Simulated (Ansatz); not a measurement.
**TaSi₂: zone-centre modes**

All numbers below come from Ansatz 0.2.0, DFT PBE, scalar-relativistic, plane waves, PAW. Plane waves to 420 eV; Γ-centred k mesh 12×12×6; Fermi-Dirac smearing of 0.15 eV. No spin polarisation. Phonons by linear response, acoustic sum rule imposed.

The cell, relaxed at this level:
```yaml
crystal:
  lattice:
    - [4.80289, 0.00000, 0.00000]
    - [-2.40145, 4.15943, 0.00000]
    - [0.00000, 0.00000, 6.60731]
  atoms:
    - { symbol: Ta, position: [0.50000, 0.00000, 0.00000] }
    - { symbol: Ta, position: [0.50000, 0.50000, 0.66667] }
    - { symbol: Ta, position: [0.00000, 0.50000, 0.33333] }
    - { symbol: Si, position: [0.15942, 0.31884, 0.00000] }
    - { symbol: Si, position: [0.84058, 0.15942, 0.66667] }
    - { symbol: Si, position: [0.68116, 0.84058, 0.33333] }
    - { symbol: Si, position: [0.84058, 0.68116, 0.00000] }
    - { symbol: Si, position: [0.15942, 0.84058, 0.66667] }
    - { symbol: Si, position: [0.31884, 0.15942, 0.33333] }
```

It was relaxed at this level from a cell as deposited in COD. In a metal, frequencies depend on the k mesh and the smearing, soft modes most. Spin–orbit coupling is left out, which matters for heavy elements.

Optical modes at Γ:
```tsv
frequency (cm⁻¹)	degeneracy
105	1
144	2
150	2
159	1
221	2
225	1
246	1
256	2
288	2
289	1
334	2
353	1
354	2
362	1
365	1
399	2
```

All 24 optical modes at Γ are real: no displacement of atoms at fixed cell lowers the energy to second order. Strains and modes at other wave vectors aren't tested by this run.
